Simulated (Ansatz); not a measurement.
**Relaxing Ge in the bcc type**

First guess:

```xyz
1
Lattice="-1.4473 1.4473 1.4473 1.4473 -1.4473 1.4473 1.4473 1.4473 -1.4473" Properties=species:S:1:pos:R:3 pbc="T T T"
Ge    0.0000    0.0000    0.0000
```

The calculation used DFT, PBE, PAW with Ansatz's default frozen-core files, scalar-relativistic in Ansatz 0.2.0.

Cell and atoms relax within the symmetry of the start on a 20×20×20 k mesh with 0.03 eV Fermi–Dirac smearing.

The start is built from a prototype, known or not as a phase of this compound; the cutoff is 420 eV.

**Question.** What is the pressure of the first guess?

**Answer.** 84.9 GPa.

**Question.** What does it relax to?

**Answer.** a = 3.370 Å, b = 3.370 Å, c = 3.370 Å, α = 90.00°, β = 90.00°, γ = 90.00° (conventional cell), 19.14 Å³ per atom:
Space group Im-3m (No. 229). a = 3.370 Å, b = 3.370 Å, c = 3.370 Å, α = 90.00°, β = 90.00°, γ = 90.00°
```csv
atom,site,symmetry,x,y,z
Ge,2a,m-3m,0.0000,0.0000,0.0000
```

**Question.** How much energy does the relaxation release?

**Answer.** 1223 meV/atom.
